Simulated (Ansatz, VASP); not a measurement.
**One calculation of BN, two programs**

The input INCAR:

```
SYSTEM = BN
PREC     = Accurate       ! precision mode
ENCUT    = 520            ! plane-wave cutoff, eV
EDIFF    = 1E-6           ! SCF threshold, eV
ISMEAR   = 0              ! smearing method
SIGMA    = 0.02           ! smearing width, eV
LREAL    = .False.        ! projectors in reciprocal space
LASPH    = .True.         ! aspherical terms in the spheres
NELM     = 60             ! most SCF steps
ALGO     = Normal         ! electronic algorithm
ISIF     = 2              ! what is computed and relaxed
LWAVE    = .False.        ! write WAVECAR
LCHARG   = .False.        ! write CHGCAR
GGA      = PE             ! functional
NBANDS   = 11             ! bands
```

KPOINTS

```
regular mesh
0
Gamma
  12 12 12
  0 0 0
```

POSCAR

```
BN
1.0
    0.0000000000      1.8359717227      1.8359717227
    1.8359717227      0.0000000000      1.8359717227
    1.8359717227      1.8359717227      0.0000000000
B N
1 1
Direct
    0.0000000000      0.0000000000      0.0000000000
    0.7500000000      0.7500000000      0.7500000000
```

Input for Ansatz:

```yaml
crystal:
  lattice:
    - [0.0, 1.8359717227, 1.8359717227]
    - [1.8359717227, 0.0, 1.8359717227]
    - [1.8359717227, 1.8359717227, 0.0]
  atoms:
    - { symbol: B, position: [0.0, 0.0, 0.0] }
    - { symbol: "N", position: [0.75, 0.75, 0.75] }
basis:
  ecutwfc: 420
kpoints:
  mp_grid: { grid: [12, 12, 12] }
hamiltonian:
  xc: pbe
scf:
  occupations: { method: gaussian, width: 0.02 }
output:
  forces: true
  stress: true
  eigenvalues: true
```

Alike in both runs: task single point; functional PBE; k mesh 12 × 12 × 12; occupations gaussian, width 0.02 eV; no spin polarisation.

|  | VASP | Ansatz |
| --- | --- | --- |
| version | VASP 6.6.1 | Ansatz 0.2.0 |
| potentials or method | VASP PAW PBE potentials, release 64 (B, N) | scalar-relativistic, plane waves, PAW |
| plane-wave cutoff (eV) | 520 | 420 |
| valence electrons in the cell | 8 | 8 |

```csv
,VASP,Ansatz,Ansatz less VASP
gap on the k mesh at the Fermi level (eV),4.41,4.42,+0.011
least direct gap on the mesh (eV),8.60,8.61,+0.009
pressure (GPa),-13.3,-13.4,-0.12
```

The functional is the same, so the differences come from potentials, cutoffs and numerics.

A k mesh can miss the band edges.
